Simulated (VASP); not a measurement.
# LiH (F-43m) in VASP: a series of runs

Aim: see how the results for LiH move with the level of theory and the settings. Levels: PBE, r2SCAN. Tasks: single point.

Everything below comes from runs of VASP 6.6.1. Logs are shortened: lines on timing, memory, paths and dates and some standing lists are left out, and cuts for length are marked.

## Step 1: The crystal as given

Symmetry: F-43m, No. 216, cubic system. Conventional cell: a = 4.290 Å, b = 4.290 Å, c = 4.290 Å, α = 90.00°, β = 90.00°, γ = 90.00°. Li (site symmetry -43m) has 4 H at 1.86 Å as nearest neighbours. H (site symmetry -43m) is surrounded by 4 Li at 1.86 Å.

The cell was built by a generator and needn't be a form met in nature.

## Step 2: Single point, PBE

INCAR

```
SYSTEM = LiH
ALGO = Fast
EDIFF = 1E-7
ENCUT = 520
GGA = PE
ISIF = 2
ISMEAR = 0
LASPH = .True.
LCHARG = .True.
LELF = .True.
LREAL = .False.
LVHAR = .True.
LWAVE = .False.
NBANDS = 9
NELM = 60
PREC = Accurate
SIGMA = 0.01
```

KPOINTS

```
k-points
0
Gamma
  8 8 8
  0 0 0
```

POSCAR

```
LiH
1.0
    0.0000000000      2.1451220117      2.1451220117
    2.1451220117      0.0000000000      2.1451220117
    2.1451220117      2.1451220117      0.0000000000
Li H
1 1
Direct
    0.0000000000      0.0000000000      0.0000000000
    0.2500000000      0.2500000000      0.2500000000
```

Potentials or basis: VASP PAW PBE potentials, release 64 (Li_sv, H).

Launch:

```bash
cat potpaw_PBE.64/Li_sv/POTCAR potpaw_PBE.64/H/POTCAR > POTCAR
mpirun -np 1 vasp_std > vasp.out
```

OUTCAR:

```text
SYSTEM = LiH
   EDIFF = 1E-7
   ENCUT = 520
   GGA = PE
   ISIF = 2
   ISMEAR = 0
   LASPH = .True.
   LREAL = .False.
   NELM = 60
   PREC = Accurate

 ion  position               nearest neighbor table
   1  0.000  0.000  0.000-
   2  0.250  0.250  0.250-

  LATTYP: Found a face centered cubic cell.
 ALAT       =     4.2902440234

  Lattice vectors:

 A1 = (   0.0000000000,   2.1451220117,   2.1451220117)
 A2 = (   2.1451220117,   0.0000000000,   2.1451220117)
 A3 = (   2.1451220117,   2.1451220117,   0.0000000000)

Analysis of symmetry for initial positions (statically):
=====================================================================
 Subroutine PRICEL returns:
 Original cell was already a primitive cell.

 Routine SETGRP: Setting up the symmetry group for a
 face centered cubic supercell.

 Subroutine GETGRP returns: Found 24 space group operations
 (whereof 24 operations were pure point group operations)
 out of a pool of 48 trial point group operations.

The static configuration has the point symmetry T_d .

Analysis of symmetry for dynamics (positions and initial velocities):
=====================================================================
 Subroutine PRICEL returns:
 Original cell was already a primitive cell.

 Routine SETGRP: Setting up the symmetry group for a
 face centered cubic supercell.

 Subroutine GETGRP returns: Found 24 space group operations
 (whereof 24 operations were pure point group operations)
 out of a pool of 48 trial point group operations.

The dynamic configuration has the point symmetry T_d .

 Subroutine INISYM returns: Found 24 space group operations
 (whereof 24 operations are pure point group operations),
 and found     1 'primitive' translations

----------------------------------------------------------------------------------------

                                     Primitive cell

  volume of cell :      19.7418

  direct lattice vectors                    reciprocal lattice vectors
     0.000000000  2.145122012  2.145122012    -0.233086975  0.233086975  0.233086975
     2.145122012  0.000000000  2.145122012     0.233086975 -0.233086975  0.233086975
     2.145122012  2.145122012  0.000000000     0.233086975  0.233086975 -0.233086975

  length of vectors
     3.033660642  3.033660642  3.033660642     0.403718483  0.403718483  0.403718483

  position of ions in fractional coordinates (direct lattice)
     0.000000000  0.000000000  0.000000000
     0.250000000  0.250000000  0.250000000

  ion indices of the primitive-cell ions
   primitive index   ion index
                 1           1
                 2           2

----------------------------------------------------------------------------------------

 KPOINTS: k-points

Automatic generation of k-mesh.
 Grid dimensions read from file:
 generate k-points for:    8    8    8

 Generating k-lattice:

  Cartesian coordinates                     Fractional coordinates (reciprocal lattice)
    -0.029135872  0.029135872  0.029135872     0.125000000  0.000000000  0.000000000
     0.029135872 -0.029135872  0.029135872     0.000000000  0.125000000  0.000000000
     0.029135872  0.029135872 -0.029135872     0.000000000  0.000000000  0.125000000

  Length of vectors
     0.050464810  0.050464810  0.050464810

  Shift w.r.t. Gamma in fractional coordinates (k-lattice)
     0.000000000  0.000000000  0.000000000

 Subroutine IBZKPT returns following result:
 ===========================================

 Found     29 irreducible k-points:

 Following reciprocal coordinates:
            Coordinates               Weight
  0.000000  0.000000  0.000000      1.000000
  0.125000  0.000000  0.000000      8.000000
  0.250000  0.000000  0.000000      8.000000
  0.375000  0.000000  0.000000      8.000000
  0.500000  0.000000  0.000000      4.000000
  0.125000  0.125000  0.000000      6.000000
[... 16 lines left out ...]
  0.500000  0.250000  0.125000     48.000000
 -0.375000  0.250000  0.125000     24.000000
 [... further k-points ...]
   k-points           NKPTS =     29   k-points in BZ     NKDIM =     29   number of bands    NBANDS=      9
   number of dos      NEDOS =    301   number of ions     NIONS =      2
   total plane-waves  NPLWV =  13824
   dimension x,y,z NGX =    24 NGY =   24 NGZ =   24
   dimension x,y,z NGXF=    48 NGYF=   48 NGZF=   48
   ions per type =               1   1
   NGX,Y,Z   is equivalent  to a cutoff of  13.15, 13.15, 13.15 a.u.
   NGXF,Y,Z  is equivalent  to a cutoff of  26.30, 26.30, 26.30 a.u.
 SYSTEM =  LiH
   PREC   = accura    normal or accurate (medium, high low for compatibility)
   ISTART =      0    job   : 0-new  1-cont  2-samecut
   ICHARG =      2    charge: 1-file 2-atom 10-const
   ISPIN  =      1    spin polarized calculation?
   LNONCOLLINEAR =      F non collinear calculations
   LSORBIT =      F    spin-orbit coupling
   LASPH  =      T    aspherical Exc in radial PAW
   ENCUT  =  520.0 eV  38.22 Ry    6.18 a.u.   5.64  5.64  5.64*2*pi/ulx,y,z
   NELM   =     60;   NELMIN=  2; NELMDL= -5     # of ELM steps
   EDIFF  = 0.1E-06   stopping-criterion for ELM
   LREAL  =      F    real-space projection
   EDIFFG = 0.1E-05   stopping-criterion for IOM
   NSW    =      0    number of steps for IOM
   IBRION =     -1    ionic relax: 0-MD 1-quasi-New 2-CG
   NFREE  =      0    steps in history (QN), initial steepest desc. (CG)
   ISIF   =      2    stress and relaxation
   ISYM   =      2    0-nonsym 1-usesym 2-fastsym
   POTIM  = 0.5000    time-step for ionic-motion
   TEBEG  =    0.0;   TEEND  =   0.0 temperature during run
   PSTRESS=    0.0 pullay stress
   NELECT =       4.0000    total number of electrons
   NUPDOWN=      -1.0000    fix difference up-down
   EMIN   =  10.00;   EMAX   =-10.00  energy-range for DOS
   EFERMI =   0.00;   METHOD = LEGACY
   ISMEAR =     0;   SIGMA  =   0.01  broadening in eV -4-tet -1-fermi 0-gaus
   EFERMI_NEDOS =   21; number of points for ismear=-14 and -15
   IALGO  =     68    algorithm
   IMIX   =      4    mixing-type and parameters
     AMIX     =   0.40;   BMIX     =  1.00
     AMIX_MAG =   1.60;   BMIX_MAG =  1.00
  volume/ion in A,a.u.               =       9.87        66.61
  Fermi-wavevector in a.u.,A,eV,Ry     =   0.961537  1.817042 12.579322  0.924554
  Thomas-Fermi vector in A             =   2.090918
   LORBIT       =      0    0 simple, 1 ext, 2 COOP (PROOUT), +10 PAW based schemes
   GGA     = PE    functional components
   LHFCALC =     F    Hartree Fock is set to
   AEXX    =    0.0000 exact exchange contribution
   IVDW    =     0    specifies the selected vdW correction
   LEPSILON=     F    determine dielectric tensor
   LRPA    =     F    only Hartree local field effects (RPA)
 non-spin polarized calculation
 RMM-DIIS sequential band-by-band and
 Gauss-broadening in eV      SIGMA  =   0.01
  energy-cutoff  :      520.00
  volume of cell :       19.74
 maximum number of plane-waves:       544
   NGX = 11   NGY = 11   NGZ = 11

 number of electron       3.9999993 magnetization

 Free energy of the ion-electron system (eV)
  ---------------------------------------------------
  ext. energy  EPLUGINS =         0.00000000
  ---------------------------------------------------
  free energy    TOTEN  =        -6.03063510 eV

  energy without entropy =       -6.03063510  energy(sigma->0) =       -6.03063510

 E-fermi :  -1.5176     XC(G=0):  -7.6940

 val. band max:       -1.6476849803   @ k =  -0.2500   0.5000   0.2500
 cond. band min:       2.5540205365   @ k =   0.5000   0.0000   0.0000
 fundamental gap:      4.2017055168
 Fermi energy:        -1.5175716208

 k-point     1 :       0.0000    0.0000    0.0000
  band No.  band energies     occupation
      1     -45.0096      2.00000
      2      -5.3502      2.00000
      3      11.4123      0.00000
      4      15.6129      0.00000
      5      15.6129      0.00000
      6      15.6129      0.00000
      7      18.1802      0.00000
      8      18.1802      0.00000
      9      18.1802      0.00000

 k-point     2 :       0.1250    0.0000    0.0000
  band No.  band energies     occupation
      1     -45.0063      2.00000
      2      -5.1055      2.00000
      3       9.9438      0.00000
      4      14.1712      0.00000
      5      14.8483      0.00000
      6      14.8483      0.00000
      7      19.2964      0.00000
      8      19.2964      0.00000
      9      21.6310      0.00000

 k-point     3 :       0.2500    0.0000    0.0000
  band No.  band energies     occupation
      1     -44.9983      2.00000
      2      -4.3947      2.00000
      3       6.6892      0.00000
      4      13.9644      0.00000
      5      13.9644      0.00000
      6      14.1373      0.00000
      7      19.2713      0.00000
      8      19.2713      0.00000
      9      21.0449      0.00000

 k-point     4 :       0.3750    0.0000    0.0000
  band No.  band energies     occupation
      1     -44.9903      2.00000
      2      -3.3664      2.00000
      3       3.8367      0.00000
      4      13.5127      0.00000
      5      13.5127      0.00000
      6      14.3535      0.00000
      7      17.8892      0.00000
      8      17.8892      0.00000
      9      20.7571      0.00000

 k-point     5 :       0.5000    0.0000    0.0000
  band No.  band energies     occupation
      1     -44.9871      2.00000
      2      -2.7175      2.00000
      3       2.5540      0.00000
      4      13.3991      0.00000
      5      13.3991      0.00000
      6      14.3996      0.00000
      7      17.3205      0.00000
      8      17.3205      0.00000
      9      20.9819      0.00000

 k-point     6 :       0.1250    0.1250    0.0000
  band No.  band energies     occupation
      1     -45.0053      2.00000
      2      -5.0246      2.00000
      3      10.0914      0.00000
      4      13.3469      0.00000
      5      13.3469      0.00000
      6      15.5180      0.00000
      7      19.4962      0.00000
      8      20.2971      0.00000
      9      21.1178      0.00000
[... 169 lines left out ...]
 k-point    21 :       0.5000    0.5000    0.0000
  band No.  band energies     occupation
      1     -44.9797      2.00000
      2      -2.0002      2.00000
      3       5.5331      0.00000
      4       8.3009      0.00000
      5       9.0756      0.00000
      6       9.0756      0.00000
      7      16.7075      0.00000
      8      26.8503      0.00000
      9      31.0920      0.00000

 k-point    22 :       0.3750    0.2500    0.1250
  band No.  band energies     occupation
      1     -44.9924      2.00000
      2      -3.7904      2.00000
      3       6.2186      0.00000
      4      10.1576      0.00000
      5      12.4977      0.00000
      6      14.5273      0.00000
      7      17.2119      0.00000
      8      21.3792      0.00000
      9      23.3815      0.00000

 k-point    23 :       0.5000    0.2500    0.1250
  band No.  band energies     occupation
      1     -44.9860      2.00000
      2      -2.8237      2.00000
      3       4.1411      0.00000
      4       9.1998      0.00000
      5      11.3320      0.00000
      6      14.8923      0.00000
      7      17.8774      0.00000
      8      21.2590      0.00000
      9      24.2748      0.00000

 k-point    24 :      -0.3750    0.2500    0.1250
  band No.  band energies     occupation
      1     -44.9833      2.00000
      2      -2.2319      2.00000
      3       3.0711      0.00000
      4       9.0050      0.00000
      5      10.8167      0.00000
      6      14.9350      0.00000
      7      18.4521      0.00000
      8      21.6993      0.00000
      9      23.9431      0.00000

 [... further k-points ...]

------------------------ aborting loop because EDIFF is reached ----------------------------------------

  FORCE on cell =-STRESS in cart. coord.  units (eV):
  Direction    XX          YY          ZZ          XY          YZ          ZX
  --------------------------------------------------------------------------------------
  -------------------------------------------------------------------------------------
  Total       -0.0248354     -0.0248354     -0.0248354      0.0000000      0.0000000     -0.0000000
  in kB       -2.0155574     -2.0155574     -2.0155574      0.0000000      0.0000000     -0.0000000
  external PRESSURE =      -2.0155574 kB  Pullay stress =       0.0000000 kB

 VOLUME and BASIS-vectors are now :
 -----------------------------------------------------------------------------
  energy-cutoff  :      520.00
  volume of cell :       19.74
      direct lattice vectors                 reciprocal lattice vectors
     0.000000000  2.145122012  2.145122012    -0.233086975  0.233086975  0.233086975
     2.145122012  0.000000000  2.145122012     0.233086975 -0.233086975  0.233086975
     2.145122012  2.145122012  0.000000000     0.233086975  0.233086975 -0.233086975

 POSITION                                       TOTAL-FORCE (eV/Angst)
 -----------------------------------------------------------------------------------
      0.00000      0.00000      0.00000         0.000000      0.000000     -0.000000
      1.07256      1.07256      1.07256        -0.000000     -0.000000      0.000000
 -----------------------------------------------------------------------------------
    total drift:                                0.000000      0.000000     -0.000000

  FREE ENERGIE OF THE ION-ELECTRON SYSTEM (eV)
  ---------------------------------------------------
  free  energy   TOTEN  =        -6.0306351043 eV

  energy  without entropy=       -6.0306351043  energy(sigma->0) =       -6.03063510
```

It used 6.1 s of CPU time on 1 thread of Intel(R) Xeon(R) Platinum 8488C (Sapphire Rapids), on a shared host, which was overloaded at the time.

Results:

| Item | Value |
| --- | --- |
| Free energy | -6.0306 eV |
| Band gap on the k mesh | 4.20 eV, indirect (least direct gap 5.27 eV) |

Caveat: the cutoff is under 1.25 times the usual one of these potentials, so pressure, stress and relaxed cells hold a basis-set (Pulay) error. A k mesh can miss the band edges.

## Step 3: Single point, PBE

INCAR

```
SYSTEM = LiH
PREC = Accurate
ENCUT = 520
EDIFF = 1E-6
ISMEAR = 0
SIGMA = 0.01
LREAL = .FALSE.
LASPH = .TRUE.
NELM = 60
ALGO = Fast
ISIF = 2
LWAVE = .FALSE.
LCHARG = .FALSE.
GGA = PE
NBANDS = 9
```

KPOINTS

```
Automatic mesh
0
G
  8 8 8
  0 0 0
```

POSCAR is that of step 2.

Potentials or basis: VASP PAW PBE potentials, release 64 (Li_sv, H).

Launch:

```bash
cat potpaw_PBE.64/Li_sv/POTCAR potpaw_PBE.64/H/POTCAR > POTCAR
mpirun -np 1 vasp_std > vasp.out
```

It took 8 s on 1 thread of Intel Xeon Platinum 8488C (Sapphire Rapids), shared host; peak memory 0.13 GiB.

The run converged. Its results:

| Property | Result |
| --- | --- |
| Free energy | -6.0306 eV |
| Band gap on the k mesh | 4.20 eV, indirect (least direct gap 5.27 eV) |

Levels at points of the mesh, in eV from the valence-band top:
```tsv
k point	band 1	band 2	band 3	band 4	band 5	band 6	band 7
(0.00, 0.00, 0.00)	-43.38	-3.70	13.06	17.26	17.26	17.26	19.82
(0.50, 0.00, 0.00)	-43.36	-1.07	4.20	15.04	15.04	16.04	18.96
(0.50, 0.50, 0.00)	-43.35	-0.35	7.18	9.94	10.72	10.72	18.35
```

Caveat: the cutoff is under 1.25 times the usual one of these potentials, so pressure, stress and relaxed cells hold a basis-set (Pulay) error.

## Step 4: Single point, r2SCAN

POSCAR is that of step 3.

INCAR.step1

```
SYSTEM = LiH
  ALGO = Normal
  EDIFF = 1E-4
  ENCUT = 520
  GGA = PE
  ISMEAR = 0
  LASPH = .TRUE.
  LCHARG = .FALSE.
  LREAL = .FALSE.
  LWAVE = .TRUE.
  NBANDS = 9
  NELM = 100
  PREC = Accurate
  SIGMA = 0.01
```

INCAR.step2

```
SYSTEM = LiH
  ALGO = Normal
  EDIFF = 1E-6
  ENCUT = 520
  ISIF = 2
  ISMEAR = 0
  ISTART = 1
  LASPH = .TRUE.
  LCHARG = .TRUE.
  LELF = .TRUE.
  LMIXTAU = .TRUE.
  LREAL = .FALSE.
  LVHAR = .TRUE.
  LWAVE = .FALSE.
  METAGGA = R2SCAN
  NBANDS = 9
  NELM = 100
  PREC = Accurate
  SIGMA = 0.01
```

KPOINTS

```
k-points
0
G
  8 8 8
  0 0 0
```

Launch:

```bash
cat potpaw_PBE.64/Li_sv/POTCAR potpaw_PBE.64/H/POTCAR > POTCAR
cp INCAR.step1 INCAR
mpirun -np 1 vasp_std > vasp.out
cp INCAR.step2 INCAR
mpirun -np 1 vasp_std > vasp.out
```

It took 22 s on 1 thread of Intel Xeon Platinum 8488C (Sapphire Rapids), shared host; peak memory 0.13 GiB.

It converged, with:

```yaml
Free_energy: -6.7105 eV
Band_gap_on_the_k_mesh: 4.79 eV, indirect (least direct gap 5.85 eV)
```

Levels at points of the mesh, in eV from the valence-band top:
```
           k point  band 1  band 2  band 3  band 4  band 5
(0.00, 0.00, 0.00)  -44.73   -3.68   14.12   18.87   18.87
(0.50, 0.00, 0.00)  -44.71   -1.06    4.79   16.23   16.23
(0.50, 0.50, 0.00)  -44.70   -0.33    7.84   10.76   11.54
```

Caveat: the cutoff is under 1.25 times the usual one of these potentials, so pressure, stress and relaxed cells hold a basis-set (Pulay) error; the PAW data sets were made with another functional, which shifts forces and pressure a little.

## Step 5: Single point, PBE

INCAR

```
PREC = Accurate ; ENCUT = 520
EDIFF = 1E-7 ; ISMEAR = 0
SIGMA = 0.01 ; LREAL = F
LASPH = T ; NELM = 100
ALGO = Fast ; ISIF = 2
LWAVE = F ; LCHARG = F
GGA = PE ; NBANDS = 9
```

KPOINTS

```
regular mesh
0
Gamma
  8 8 8
```

POSCAR is that of step 4.

Launch:

```bash
cat potpaw_PBE.64/Li_sv/POTCAR potpaw_PBE.64/H/POTCAR > POTCAR
mpirun -np 1 vasp_std > vasp.out
```

It used 5.7 s of CPU time on 1 thread of Intel(R) Xeon(R) Platinum 8488C (Sapphire Rapids), with other jobs on the host, which was overloaded at the time.

The run converged. Its results:

```
Free energy            : -6.0306 eV
Band gap on the k mesh : 4.20 eV, indirect (least direct gap 5.27 eV)
```

Levels at points of the mesh, in eV from the valence-band top:
| k point | band 1 | band 2 | band 3 | band 4 | band 5 | band 6 |
| --- | --- | --- | --- | --- | --- | --- |
| (0.00, 0.00, 0.00) | -43.36 | -3.70 | 13.06 | 17.26 | 17.26 | 17.26 |
| (0.50, 0.00, 0.00) | -43.34 | -1.07 | 4.20 | 15.05 | 15.05 | 16.05 |
| (0.50, 0.50, 0.00) | -43.33 | -0.35 | 7.18 | 9.95 | 10.72 | 10.72 |

Caveat: the cutoff is under 1.25 times the usual one of these potentials, so pressure, stress and relaxed cells hold a basis-set (Pulay) error. A k mesh can miss the band edges.
